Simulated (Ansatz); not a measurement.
Runs of Ansatz 0.2.0 on Rh. Symmetry: P6_3/mmc, No. 194, hexagonal system. The conventional cell has a = 2.731 Å, b = 2.731 Å, c = 4.428 Å, α = 90.00°, β = 90.00°, γ = 120.00°. Rh (site symmetry -6m2) has 12 Rh at 2.72 to 2.73 Å as nearest neighbours. This isn't the form of Rh at room conditions, which is fcc.

```tsv
task	level	potentials or basis	spin	k mesh	cutoff (eV)	basis error allowed	pressure (GPa)
single point	PBEsol	all-electron LAPW, scalar-relativistic	off	11 × 11 × 6	270	0.001 eV/atom	-13.7
band structure	PBEsol	all-electron LAPW, scalar-relativistic	off	8 × 8 × 4	270	0.001 eV/atom	-13.6
band structure	LDA	all-electron LAPW, scalar-relativistic	off	11 × 11 × 6	270	0.001 eV/atom	(a)
band structure	PBEsol	all-electron LAPW, relativistic spinors	SOC, no magnetisation	8 × 8 × 4	270	0.001 eV/atom	-13.4
```

Alike in all rows: cell as given; smearing fermi-dirac 0.05 eV.

Question: Estimate the missing entries.

Answer: (a) -19.4.

Caveats: the k mesh is thin for a metal, which can move the energy by tens of meV per atom (some runs).

Not every run made on this cell is shown here.
